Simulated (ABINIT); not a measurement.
# GaAs (F-43m) in ABINIT: settings compared, part 2 of 2

ABINIT 10.8.3 (patched build). Earlier steps stand in the parts before.

### 3 Single point, PBEsol

File run.abi:

```
# Pseudopotentials
pp_dirpath "./"
pseudos "As.upf, Ga.upf"

# Structure
acell 3*1.0 Angstrom
rprim
     0.0000000000     2.8268500000     2.8268500000
     2.8268500000     0.0000000000     2.8268500000
     2.8268500000     2.8268500000     0.0000000000
ntypat 2
znucl 33 31
natom 2
typat 1 2
xred
     0.7500000000     0.7500000000     0.7500000000
     0.0000000000     0.0000000000     0.0000000000

# Plane-wave basis
ecut 1034.032677 eV

# k points
kptopt 1
ngkpt 6 6 6
nshiftk 1
shiftk 0.0 0.0 0.0

# Exchange and correlation
ixc -116133

# Bands and occupations
nband 18
occopt 3
tsmear 0.05 eV

# SCF cycle
nstep 100
tolvrs 1.0e-10

# Output
iomode 3
prtwf 0
prtden 0
prteig 0
prtebands 0
enunit 1
```

Potentials or basis: PseudoDojo NC SR PBEsol v0.4.1 standard.

On the command line:

```
> abinit run.abi > log 2>&1
```

run.abo:

```text
.Version 10.8.3 of ABINIT
 Symmetries : space group F-4 3 m (#216); Bravais cF (face-center cubic)
================================================================================
 Values of the parameters that define the memory need of the present run
     intxc =       0    ionmov =       0      iscf =       7    lmnmax =       6
     lnmax =       6     mgfft =      45  mpssoang =       3    mqgrid =    3001
     natom =       2  nloc_mem =       1    nspden =       1   nspinor =       1
    nsppol =       1      nsym =      24    n1xccc =    2501    ntypat =       2
    occopt =       3   xclevel =       2
       mpw =        3428          nfft =       91125          nkpt =          16
================================================================================
================================================================================

--------------------------------------------------------------------------------
------------- Echo of variables that govern the present computation ------------
--------------------------------------------------------------------------------
 -outvars: echo values of preprocessed input variables --------
            acell      1.8897261259E+00  1.8897261259E+00  1.8897261259E+00 Bohr
              amu      7.49215900E+01  6.97230000E+01
             ecut      3.80000000E+01 Hartree
           enunit           1
              ixc     -116133
         kptrlatt        6    0    0      0    6    0      0    0    6
          kptrlen      4.53281381E+01
            natom           2
            nband          18
            ngfft          45      45      45
             nkpt          16
            nstep         100
             nsym          24
           ntypat           2
           occopt           3
           prtden           0
        prtebands           0
           prteig           0
            prtwf           0
            rprim      0.0000000000E+00  2.8268500000E+00  2.8268500000E+00
                       2.8268500000E+00  0.0000000000E+00  2.8268500000E+00
                       2.8268500000E+00  2.8268500000E+00  0.0000000000E+00
          spgroup         216
           tolvrs      1.00000000E-10
           tsmear      1.83746611E-03 Hartree
            typat      1  2
           xangst      4.2402750000E+00  4.2402750000E+00  4.2402750000E+00
                       0.0000000000E+00  0.0000000000E+00  0.0000000000E+00
[... 116 lines left out ...]
    2       0.000000000000      0.000000000000     -0.000000000000

 cartesian coordinates (angstrom) at end:
    1      4.24027500000000     4.24027500000000     4.24027500000000
    2      0.00000000000000     0.00000000000000     0.00000000000000

 cartesian forces (hartree/bohr) at end:
    1     -0.00000000000000    -0.00000000000000     0.00000000000000
    2      0.00000000000000     0.00000000000000    -0.00000000000000
 frms,max,avg= 3.3781682E-28 5.2925723E-28   0.000E+00  0.000E+00  0.000E+00 h/b

 cartesian forces (eV/Angstrom) at end:
    1     -0.00000000000000    -0.00000000000000     0.00000000000000
    2      0.00000000000000     0.00000000000000    -0.00000000000000
 frms,max,avg= 1.7371239E-26 2.7215501E-26   0.000E+00  0.000E+00  0.000E+00 e/A
 length scales=  1.889726125908  1.889726125908  1.889726125908 bohr
              =  1.000000000000  1.000000000000  1.000000000000 angstroms
 Fermi (or HOMO) energy (eV) =   4.16477   Average Vxc (eV)= -10.18067
 Eigenvalues (   eV  ) for nkpt=  16  k points:
 kpt#   1, nband= 18, wtk=  0.00463, kpt=  0.0000  0.0000  0.0000 (reduced coord)
 -31.29896  -31.29896  -31.29896  -31.28915  -31.28915  -10.89767  -10.89767  -10.89767
 -10.81931  -10.81931   -8.83570    3.91752    3.91752    3.91752    4.35624    7.61964
   7.61964    7.61964
 prteigrs : prtvol=0 or 1, do not print more k-points.

--- !EnergyTerms
iteration_state     : {dtset: 1, }
comment             : Components of total free energy in Hartree
kinetic             :  1.38792668844238E+02
hartree             :  5.73003964654537E+01
xc                  : -4.42342978975258E+01
Ewald energy        : -9.91764168217229E+01
psp_core            :  4.89508772439145E+00
local_psp           : -1.49610891175367E+02
non_local_psp       : -9.02726605980484E+01
internal            : -1.82306113458581E+02
'-kT*entropy'       : -3.91133773802095E-06
total_energy        : -1.82306117369919E+02
total_energy_eV     : -4.96080217475801E+03
band_energy         : -1.59020644570909E+01
...

 Cartesian components of stress tensor (hartree/bohr^3)
  sigma(1 1)=  2.55556666E-05  sigma(3 2)=  0.00000000E+00
  sigma(2 2)=  2.55556666E-05  sigma(3 1)=  0.00000000E+00
  sigma(3 3)=  2.55556666E-05  sigma(2 1)=  0.00000000E+00

-Cartesian components of stress tensor (GPa)         [Pressure= -7.5187E-01 GPa]
- sigma(1 1)=  7.51873670E-01  sigma(3 2)=  0.00000000E+00
- sigma(2 2)=  7.51873670E-01  sigma(3 1)=  0.00000000E+00
- sigma(3 3)=  7.51873670E-01  sigma(2 1)=  0.00000000E+00

== END DATASET(S) ==============================================================
================================================================================

 -outvars: echo values of variables after computation  --------
            acell      1.8897261259E+00  1.8897261259E+00  1.8897261259E+00 Bohr
           etotal     -1.8230611737E+02
            fcart     -1.7641907808E-28 -1.7641907808E-28  5.2925723423E-28
                       1.7641907808E-28  1.7641907808E-28 -5.2925723423E-28
            rprim      0.0000000000E+00  2.8268500000E+00  2.8268500000E+00
                       2.8268500000E+00  0.0000000000E+00  2.8268500000E+00
                       2.8268500000E+00  2.8268500000E+00  0.0000000000E+00
           strten      2.5555666614E-05  2.5555666614E-05  2.5555666614E-05
                       0.0000000000E+00  0.0000000000E+00  0.0000000000E+00
           xangst      4.2402750000E+00  4.2402750000E+00  4.2402750000E+00
                       0.0000000000E+00  0.0000000000E+00  0.0000000000E+00
             xred      7.5000000000E-01  7.5000000000E-01  7.5000000000E-01
                       0.0000000000E+00  0.0000000000E+00  0.0000000000E+00
 Calculation completed.
```

Run time: 37 s. Hardware: 1 thread of Arm Neoverse V2, shared host; peak memory 0.09 GiB.

What came out:

- Free energy: -4960.8022 eV
- Pressure: -0.8 GPa
- Band gap on the k mesh: 0.44 eV, direct
- Valence electrons inside the program's atomic spheres: As 12.37; Ga 10.82

### 4 Single point, LDA

run.abi, as its differences from that of step 3:

```diff
@@ -14,8 +14,8 @@
 typat 1 2
-xred
-     0.7500000000     0.7500000000     0.7500000000
-     0.0000000000     0.0000000000     0.0000000000
+xcart
+     4.2402750000     4.2402750000     4.2402750000
+     0.0000000000     0.0000000000     0.0000000000 Angstrom
 
 # Plane-wave basis
-ecut 1034.032677 eV
+ecut 979.609905 eV
 
@@ -28,3 +28,3 @@
 # Exchange and correlation
-ixc -116133
+ixc 7
```

Potentials or basis: PseudoDojo NC SR LDA v0.4.1 standard.

On the command line:

```
> abinit run.abi > log 2>&1
```

Run time: 67 s. Hardware: 1 thread of Arm Neoverse N1, shared host; peak memory 0.08 GiB.

Results (log left out):

```yaml
Free_energy: -4962.2347 eV
Band_gap_on_the_k_mesh: 0.28 eV, direct
Valence_electrons_inside_the_program's_atomic_spheres: As 12.39; Ga 10.84
```

Levels at points of the mesh, in eV from the valence-band top:
```csv
k point,band 11,band 12,band 13,band 14,band 15,band 16,band 17,band 18
"(0.00, 0.00, 0.00)",-12.79,0.00,0.00,0.00,0.28,3.69,3.69,3.69
"(0.50, 0.00, 0.00)",-11.03,-6.70,-1.14,-1.14,0.84,4.60,4.60,7.58
"(0.50, 0.50, 0.00)",-10.29,-6.88,-2.69,-2.69,1.35,1.56,10.04,10.04
```

Caveat: the cutoff is too short for stress, so the log's stress isn't used.

### 5 Relaxation of cell and atoms, PBE

File run.abi:

```
pp_dirpath "./"
pseudos "As.upf, Ga.upf"

acell 3*1.0
rprim
     0.0000000000     5.3419722954     5.3419722954
     5.3419722954     0.0000000000     5.3419722954
     5.3419722954     5.3419722954     0.0000000000
ntypat 2
znucl 33 31
natom 2
typat 1 2
chkprim 0
chksymtnons 0
tolsym 1.0e-6
xred
            3/4            3/4            3/4
            0.0            0.0            0.0

ecut 1442.203471 eV
ecutsm 0.5

kptopt 1
ngkpt 6 6 6
nshiftk 1
shiftk 0.0 0.0 0.0

ixc 11

nband 27
occopt 3
tsmear 0.00183747

nstep 80
tolvrs 1.0e-12

iomode 3
prteig 0
prtebands 0
prtwf 0
prtden 0

ionmov 22
optcell 2
ntime 50
tolmxf 2.0e-5
dilatmx 1.08
```

Potentials or basis: PseudoDojo NC SR PBE v0.5 stringent.

On the command line:

```
> abinit run.abi > log 2>&1
```

Wall time 11 min (1 thread of Arm Neoverse V1, shared host); peak memory 0.15 GiB.

The run converged. Its results:

| Quantity | Value |
| --- | --- |
| Free energy | -15064.4644 eV |
| Relaxed volume | 23.72 Å³/atom |
| Relaxed cell | a = 4.064 Å, b = 4.064 Å, c = 4.064 Å, α = 60.00°, β = 60.00°, γ = 60.00° |
| Space group after relaxing (to 0.05 Å) | F-43m (No. 216) |
| Energy gained by relaxing | 10.9 meV/atom |
| Ionic steps | 5 |
| Pressure after relaxing | 0.0 GPa |
| Band gap on the k mesh | 0.16 eV, direct |

The path:
```csv
step,energy change (eV),largest force (eV/Å),pressure (GPa),volume (Å³)
1,0.0000,0.0000,3.31,45.18
2,-0.0083,0.0000,2.53,45.64
3,-0.0216,0.0000,0.34,47.20
4,-0.0218,0.0000,-0.01,47.46
5,-0.0219,0.0000,0.00,47.45
```

Final structure:
```yaml
crystal:
  lattice:
    - [0.00000, 2.87337, 2.87337]
    - [2.87337, 0.00000, 2.87337]
    - [2.87337, 2.87337, 0.00000]
  atoms:
    - { symbol: As, position: [0.75000, 0.75000, 0.75000] }
    - { symbol: Ga, position: [0.00000, 0.00000, 0.00000] }
```

### 6 Overview

| task | level | potentials or basis | cell | cutoff (eV) | cell freedom (optcell) | optimiser (ionmov) | cutoff smearing ecutsm (Ha) | force stop (Ha/bohr) | gap on the mesh (eV) | pressure (GPa) |
| --- | --- | --- | --- | --- | --- | --- | --- | --- | --- | --- |
| single point | PBEsol | PseudoDojo NC SR PBEsol v0.4.1 standard | as given | 1034 | - | - | - | - | 0.44 | -0.8 |
| single point | LDA | PseudoDojo NC SR LDA v0.4.1 standard | as given | 980 | - | - | - | - | 0.28 | - |
| relaxation of cell and atoms | PBE | PseudoDojo NC SR PBE v0.5 stringent | relaxed | 1442 | 2 | 22 | 0.5 | 2e-05 | 0.16 | 0.0 |

Alike in all rows: no spin polarisation; k mesh 6 × 6 × 6; smearing fermi-dirac 0.05 eV.

Total energies depend on the potentials used, so only differences within one code and one set of settings carry meaning.

### 7 How close it comes

Step 2. A measured gap of GaAs is 1.418 eV (direct; 300 K; “Evidence of valence band perturbations in GaAsN/GaAs(001): A combined variable-angle spectroscopic ellipsometry and modulated photoreflectance investigation”, 2008, arxiv:0805.2212); the calculated 0.44 eV misses it by -0.98 eV. 3 values of this kind are on record (1.412 to 1.51 eV); this one was drawn at random among those near their median, those with a stated uncertainty first. Spin-orbit coupling on As, Ga is left out. The value is that of PBEsol on a finite k mesh, which can miss the band edges, without temperature or zero-point motion. Semilocal functionals fall short of measured gaps as a rule.

Step 3. Against the measured gap of GaAs, 1.418 eV (direct; 300 K; “Evidence of valence band perturbations in GaAsN/GaAs(001): A combined variable-angle spectroscopic ellipsometry and modulated photoreflectance investigation”, 2008, arxiv:0805.2212), the calculated 0.44 eV is off by -0.98 eV. 3 values of this kind are on record (1.412 to 1.51 eV); this one was drawn at random among those near their median, those with a stated uncertainty first. Spin-orbit coupling on As, Ga is left out. The value is that of PBEsol on a finite k mesh, which can miss the band edges, without temperature or zero-point motion. Semilocal functionals fall short of measured gaps as a rule.

Step 4. A measured gap of GaAs is 1.412 eV (direct; 300 K; “Evidence of valence band perturbations in GaAsN/GaAs(001): A combined variable-angle spectroscopic ellipsometry and modulated photoreflectance investigation”, 2008, arxiv:0805.2212); the calculated 0.28 eV misses it by -1.14 eV. So large a miss can be the level of theory's own, or it may mean another phase, state or a wrong row. 3 values of this kind are on record (1.412 to 1.51 eV); this one was drawn at random among those near their median, those with a stated uncertainty first. Spin-orbit coupling on As, Ga is left out. The value is that of LDA, without temperature or zero-point motion. Semilocal functionals fall short of measured gaps as a rule.
